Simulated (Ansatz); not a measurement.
Crystal: CoO.

```
Co O
1.0
     2.57053    0.00000    0.00000
     0.00000    2.57053    0.00000
     0.00000    0.00000    5.14105
Co O
2 2
Direct
  0.00000 0.00000 0.00000
  0.00000 0.00000 0.50000
  0.50000 0.50000 0.25000
  0.50000 0.50000 0.75000
```

Measurements of this composition are mostly on another form, of space group No. 225.

The cell isn't the ideal one: another cell of the same crystal, with 4 atoms.

Base run:

- Program: Ansatz 0.2.0
- Functional: PBE
- Potentials or basis: Ansatz PAW
- Cutoff: 420 eV (not typed: the program's choice for these potentials)
- k mesh: 10 × 10 × 5
- Occupations: fermi-dirac, width 0.05 eV
- Spin: collinear spin, antiferromagnetic start
- Starting moments: [2.0, -2.0, 0.0, 0.0] μB
- Hubbard terms: Co d U = 2 eV

Its results: band gap on the k mesh 1.61 eV; pressure 16.4 GPa; net moment 0.00 μB per cell; site moments Co +2.43, -2.43; O -0.00, +0.00 μB.

The run is repeated on the same cell with these changes: hubbard terms from Co d U = 2 eV to Co d U = 4 eV. What comes out?

Band gap on the k mesh 2.22 eV; pressure 20.6 GPa; net moment 0.00 μB per cell; site moments Co +2.52, -2.52; O -0.00, +0.00 μB.

Caveats: the magnetic or orbital state may not be the lowest; odd divisions of the mesh miss points on the zone boundary, where band edges often lie, so the gap on the mesh can be too wide; the density of states is complete only up to the lowest level of the last band computed.

A k mesh can miss the band edges.
